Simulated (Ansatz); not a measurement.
A run of Ansatz 0.2.0 is set up as follows.

Contents of input.yaml:

```yaml
crystal:
  lattice:
    - [3.223, 0.0, 0.0]
    - [-1.6115, 2.7911998764, 0.0]
    - [0.0, 0.0, 3.191]
  atoms:
    - { symbol: Mo, position: [0.0, 0.0, 0.0] }
    - { symbol: P, position: [0.3333333333, 0.6666666667, 0.5] }
hamiltonian:
  xc: rpbe
  pseudopotentials: { kind: paw }
kpoints:
  mp_grid: { grid: [10, 10, 8] }
scf:
  occupations: { method: gaussian, width: 0.02 }
output:
  forces: true
  stress: true
  eigenvalues: true
```

Potentials or basis: Ansatz PAW.

Run with:

```sh
$ ansatz run input.yaml --threads 2 --pin off --max-ram 5632MiB --backend cpu --events-out ev --progress --plain --runs-dir out
```

(1) Predict the pressure.

(2) Estimate the band gap on the k mesh.

Results:

(1) 5.5 GPa.

(2) none (metal or under the smearing width).

Caveat: the PAW data sets come from PBE, with cores solved anew for the run's functional, which leaves a small shift of forces and pressure.
